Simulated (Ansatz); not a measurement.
**Rh (P6_3/mmc), an elastic constant from a strain scan**

Computed with Ansatz 0.2.0, DFT PBEsol, scalar-relativistic, plane waves, PAW. Settings: plane waves to 420 eV, k-mesh 24×24×14 (Γ-centred), Gaussian smearing 0.15 eV. No spin polarisation. Energies are free energies at this smearing, counted from the undisturbed cell; pressure is positive in compression.

The undisturbed cell (relaxed at this level; with this scan's settings it stands at 0.1 GPa; this form isn't the usual structure):

```
CELL_PARAMETERS angstrom
2.68874 0.00000 0.00000
-1.34437 2.32851 0.00000
0.00000 0.00000 4.32902
ATOMIC_POSITIONS crystal
Rh 0.66667 0.33333 0.75000
Rh 0.33333 0.66667 0.25000
```

The cell is strained by ε times the Voigt pattern (1, 1, 0, 0, 0, 0) (xx, yy, zz, yz, xz, xy; engineering shear) with fractional coordinates fixed. The cell holds 2 atoms in V0 = 27.10 Å³. The stress column is τ = (1/V0) dE/dε, got from the stress tensor σ (compression positive) at each point as −det(1 + εP) σ : P(1 + εP)⁻¹, with P the pattern as a tensor.

```
      ε  ΔE (meV/atom)   τ (GPa)
-0.0600        255.245  -112.967
-0.0450        135.055   -77.467
-0.0300         56.427   -47.293
-0.0150         13.168   -21.593
 0.0000          0.000     0.223
 0.0150         12.280    18.599
 0.0300         45.942    33.999
 0.0450         97.470    46.827
 0.0525        128.968    52.387
 0.0600              ?         ?
```

Q: Which combination of elastic constants does this scan measure, and how large is it?

A: For small ε, τ = τ0 + Kε with K = pᵀCp, which for this pattern is C11 + C22 + 2 C12 in the Cartesian frame shown. The parabola through τ at ε = -0.0150, 0 and 0.0150 has slope K = 1340 GPa at zero. The energies per cell, E = NΔE, of the same two points give K = 2[E(ε₊)/ε₊ − E(ε₋)/ε₋]/[(ε₊ − ε₋)V0] = 1337 GPa, in agreement.

Q: Predict the withheld row at ε = 0.0600 from the harmonic law, and compare.

A: ΔE = V0(τ0 ε + Kε²/2)/N = 205.107 meV/atom and τ = 80.61 GPa. The calculation gives 163.828 meV/atom and 57.43 GPa: the energy lies 20 % below the harmonic value, as bonds soften when stretched.

In a metal these slopes depend on the k mesh and the smearing.